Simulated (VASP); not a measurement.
# Cu: relaxation of the atoms with PBE

Cu, a slab with vacuum:

```
CELL_PARAMETERS angstrom
3.63500 0.00000 0.00000
0.00000 2.57033 0.00000
0.00000 0.00000 27.85167
ATOMIC_POSITIONS crystal
Cu 0.00000 0.00000 0.26928
Cu 0.50000 0.50000 0.31543
Cu 0.00000 0.00000 0.36157
Cu 0.50000 0.50000 0.40771
Cu 0.00000 0.00000 0.45386
Cu 0.50000 0.50000 0.50000
Cu 0.00000 0.00000 0.54614
Cu 0.50000 0.50000 0.59229
Cu 0.00000 0.00000 0.63843
Cu 0.50000 0.50000 0.68457
Cu 0.00000 0.00000 0.73072
```

The cell was built by a generator and needn't be a form met in nature.

- Program: VASP 6.6.1
- Task: relaxation of the atoms
- Functional: PBE
- Potentials or basis: VASP PAW PBE potentials, release 64 (Cu)
- Cutoff: 520 eV
- k mesh: 12 × 18 × 1
- Occupations: methfessel-paxton, width 0.2 eV
- Spin: no spin polarisation
- Further INCAR settings: ALGO = Fast; EDIFF = 1e-06; IBRION = 2; EDIFFG = -0.01; NSW = 40

* Energy gained by relaxing: 4.9 meV/atom
* Ionic steps: 14
* Band gap on the k mesh: none (metal or under the smearing width)

Forces in eV/Å, atoms in the order of the input:
```
Cu   0.000  0.000 -0.002
Cu   0.000  0.000 -0.003
Cu   0.000  0.000  0.002
Cu   0.000  0.000  0.002
Cu   0.000  0.000 -0.001
Cu   0.000  0.000  0.000
Cu   0.000  0.000  0.001
Cu   0.000  0.000 -0.002
Cu   0.000  0.000 -0.002
Cu   0.000  0.000  0.003
Cu   0.000  0.000  0.002
```

Step by step:
```tsv
step	energy change (eV)	largest force (eV/Å)	pressure (GPa)
1	0.0000	0.4245	-1.24
2	-0.0249	0.3169	-1.16
3	-0.0493	0.0732	-0.89
4	-0.0495	0.0790	-0.85
5	-0.0511	0.0378	-0.82
6	-0.0518	0.0378	-0.76
7	-0.0522	0.0278	-0.72
8	-0.0527	0.0247	-0.68
9	-0.0530	0.0498	-0.60
10	-0.0533	0.0431	-0.57
11	-0.0537	0.0218	-0.52
12	-0.0538	0.0239	-0.49
13	-0.0540	0.0102	-0.53
14	-0.0540	0.0028	-0.47
```

Final structure:
```xyz
11
Lattice="3.6350 0.0000 0.0000 0.0000 2.5703 0.0000 0.0000 0.0000 27.8517" Properties=species:S:1:pos:R:3 pbc="T T T"
Cu    0.0000    0.0000    7.6065
Cu    1.8175    1.2852    8.7626
Cu    0.0000    0.0000   10.0922
Cu    1.8175    1.2852   11.3616
Cu    0.0000    0.0000   12.6442
Cu    1.8175    1.2852   13.9258
Cu    0.0000    0.0000   15.2075
Cu    1.8175    1.2852   16.4901
Cu    3.6350    0.0000   17.7595
Cu    1.8175    1.2852   19.0890
Cu    0.0000    0.0000   20.2452
```

Levels at points of the mesh, in eV from the Fermi level:
```csv
k point,band 59,band 60,band 61,band 62,band 63,band 64
"(0.00, 0.00, 0.00)",-1.41,-1.40,-0.85,0.15,1.64,1.85
"(0.50, 0.00, 0.00)",-1.50,-1.50,-1.50,-1.40,-1.28,-1.16
"(0.00, 0.50, 0.00)",-0.05,0.22,0.26,0.66,0.74,1.18
"(0.50, 0.50, 0.00)",0.61,1.66,1.84,3.02,3.25,3.71
```

It took 18 min on 8 MPI ranks on Intel(R) Xeon(R) 6975P-C (Granite Rapids), with other jobs on the host, peak memory 0.99 GiB a rank.
